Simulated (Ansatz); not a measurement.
# Relaxing selenium (fcc)

The calculation used Ansatz, DFT, PBE, plane waves (420 eV) with PAW, scalar-relativistic.

k-point mesh 12×12×12, Fermi-Dirac smearing 0.1 eV, no spin polarisation. Cell and atoms relax.

Starting structure:

```yaml
crystal:
  lattice:
    - [0.0, 2.2175113317, 2.2175113317]
    - [2.2175113317, 0.0, 2.2175113317]
    - [2.2175113317, 2.2175113317, 0.0]
  atoms:
    - { symbol: Se, position: [0.0, 0.0, 0.0] }
hamiltonian:
  xc: pbe
  pseudopotentials:
    kind: paw
    azcp:
      Se: "pseudopotentials/Se.paw.azcp"
basis:
  ecutwfc: 420
  fft_grid_basis: typed
kpoints:
  mp_grid: { grid: [12, 12, 12], shift: [0, 0, 0] }
magnetization:
  spin_polarized: false
scf:
  occupations: { method: fermi_dirac, width: 0.1 }
relax:
  max_steps: 60
  f_tol: 0.01
  cell: {}
```

Q: What cell does the relaxation end in?

A: Fm-3m with a = 4.341 Å; 20.44 Å³ per atom against 21.81 at the start (-6.3 %).

Q: How much energy does the relaxation gain?

A: 17.5 meV per atom.

Path of the relaxation (the plane waves are chosen anew near the end, which can shift the energy a little):

```tsv
step	E − E(final) (meV/atom)	V (Å³/atom)	P (GPa)	max force (eV/Å)
0	17.52	21.809	-3.86	0.000
1	0.93	20.133	1.10	0.000
2	-0.08	20.482	-0.13	0.000
3	-0.10	20.444	0.00	0.000
4	0.00	20.444	0.00	0.000
```
